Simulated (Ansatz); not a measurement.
MgS in the zincblende structure (r2SCAN geometry), in Ansatz:

Space group F-43m (No. 216). a = 5.662 Å, b = 5.662 Å, c = 5.662 Å, α = 90.00°, β = 90.00°, γ = 90.00°

| atom | site | symmetry | x | y | z |
| --- | --- | --- | --- | --- | --- |
| Mg | 4a | -43m | 0.0000 | 0.0000 | 0.0000 |
| S | 4d | -43m | 0.2500 | 0.2500 | 0.7500 |

G0W0@PBE with 170 empty bands, a screening cutoff of 140 eV and a 4×4×4 mesh (PAW, contour deformation) gives 5.019 eV over the mesh points, from a PBE gap of 3.462 eV; it sums over 178 bands with 169 plane waves in the screening and a wave cutoff of 420 eV. The G0W0 figures hold for the stated bands, cutoff and mesh and aren't extrapolated. Values at 0 K without nuclear motion; spin polarisation is off, and the phase may be a hypothetical one.

Question: Estimate the gap with empty bands 73, screening cutoff 80 eV.

Answer: 4.896 eV (-0.123 eV), from a Kohn-Sham gap of 3.462 eV.

Question: Estimate the gap with starting point HSE06.

Answer: 5.575 eV (+0.556 eV), from a Kohn-Sham gap of 4.534 eV.

Question: Another run gave a Kohn-Sham gap of 4.137 eV and a G0W0 gap of 5.392 eV, summing over 178 bands with 169 plane waves in the screening and a wave cutoff of 500 eV. What was changed?

Answer: Starting point r2SCAN, with them a wave cutoff of 500 eV. The Kohn-Sham gap has moved while bands and screening basis stay; the higher wave cutoff is that of a meta-GGA.

Question: Estimate the gap with starting point LDA.

Answer: 4.880 eV (-0.139 eV), from a Kohn-Sham gap of 3.176 eV.
